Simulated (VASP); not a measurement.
The system is CsPbBr3.

```xyz
5
Lattice="5.8700 0.0000 0.0000 0.0000 5.8700 0.0000 0.0000 0.0000 5.8700" Properties=species:S:1:pos:R:3 pbc="T T T"
Pb    2.9350    2.9350    2.9350
Cs    0.0000    0.0000    0.0000
Br    2.9350    2.9350    0.0000
Br    2.9350    0.0000    2.9350
Br    0.0000    2.9350    2.9350
```

Measurements of this composition are mostly on another form, of space group No. 62.

Base run:

| Item | Value |
| --- | --- |
| Program | VASP 6.6.1 |
| Functional | HSE03 |
| Potentials or basis | VASP PAW PBE potentials, release 64 (Pb_d, Cs_sv, Br) |
| Cutoff | 520 eV |
| k mesh | 4 × 4 × 4 |
| Occupations | gaussian, width 0.02 eV |
| Spin | no spin polarisation |

Its results: band gap on the k mesh 1.96 eV, direct; pressure 1.1 GPa.

Q: The run is repeated on the same cell with these changes: functional from HSE03 to HSE06. What comes out?

A: Band gap on the k mesh 2.13 eV, direct; pressure 1.1 GPa.

Caveats: the PAW data sets were made with another functional, which shifts forces and pressure a little; spin-orbit coupling is left out, which as a rule narrows the gap of such compounds by several tenths of an eV.
